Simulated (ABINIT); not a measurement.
Set up this calculation in ABINIT 10.8.3 (patched build), as the native input.

* Task: single point
* Functional: PBE
* Potentials or basis: JTH PAW PBE v2.0
* Cutoff: 408 eV
* k mesh: 9 × 9 × 2
* Occupations: fermi-dirac, width 0.05 eV
* Spin: no spin polarisation
* Fine-grid cutoff: 816.342 eV

Crystal: Te2Mo.

```
Te Mo
1.0
     3.51820    0.00000    0.00000
    -1.75910    3.04685    0.00000
     0.00000    0.00000   13.97360
Te Mo
4 2
Direct
  0.68221 0.35004 0.37941
  0.33262 0.66864 0.88013
  0.67577 0.34141 0.12384
  0.34483 0.67496 0.62304
  0.65283 0.31865 0.74889
  0.31947 0.65670 0.25247
```

The cell isn't the ideal one: atoms moved at random, drawn with an rms of 0.05 Å.

The input as run:

run.abi

```
# Pseudopotentials
pp_dirpath "./"
pseudos "Te.GGA_PBE-JTH.xml, Mo.GGA_PBE-JTH.xml"

# Structure
acell 6.6484344517 6.6484344517 26.4062769751
rprim
     1.0000000000     0.0000000000     0.0000000000
    -0.5000000000     0.8660254038     0.0000000000
     0.0000000000     0.0000000000     1.0000000000
ntypat 2
znucl 52 42
natom 6
typat 1 1 1 1 2 2
xred
     0.6822110000     0.3500440000     0.3794080000
     0.3326170000     0.6686400000     0.8801280000
     0.6757690000     0.3414140000     0.1238430000
     0.3448300000     0.6749580000     0.6230410000
     0.6528290000     0.3186500000     0.7488880000
     0.3194740000     0.6567010000     0.2524740000
chkprim 0
chksymtnons 0
tolsym 1.0e-6

# Plane-wave basis
ecut 15.0
pawecutdg 30.0
pawxcdev 0

# k points
kptopt 1
ngkpt 9 9 2
nshiftk 1
shiftk 0.0 0.0 0.0

# Exchange and correlation
ixc 11

# Bands and occupations
nband 32
occopt 3
tsmear 0.05 eV

# SCF cycle
nstep 100
tolvrs 1.0e-9

# Output
iomode 3
prtwf 0
prteig 0
prtebands 0
enunit 2
prtvol 2
prtden 1
prtvha 1
prtvclmb 1
prtpot 1
```

Potentials or basis: JTH PAW PBE v2.0.

Run with:

```sh
$ abinit run.abi > log 2>&1
```

Results of the run:

| Property | Result |
| --- | --- |
| Pressure | 4.8 GPa |
| Largest force | 1.369 eV/Å |
| Band gap on the k mesh | 0.71 eV, indirect (least direct gap 1.02 eV) |
| Valence electrons inside the program's atomic spheres | Te 3.18, 3.16, 3.19; Mo 11.28, 11.29 |

Caveat: spin-orbit coupling is left out, which moves the levels of the heavy elements; an odd mesh through Γ misses points on the zone boundary, where band edges often lie.

Wall time 15 min on 1 thread of Intel(R) Xeon(R) Processor @ 2.50GHz (Skylake/Cascade Lake) (shared host), peak memory 0.34 GiB.
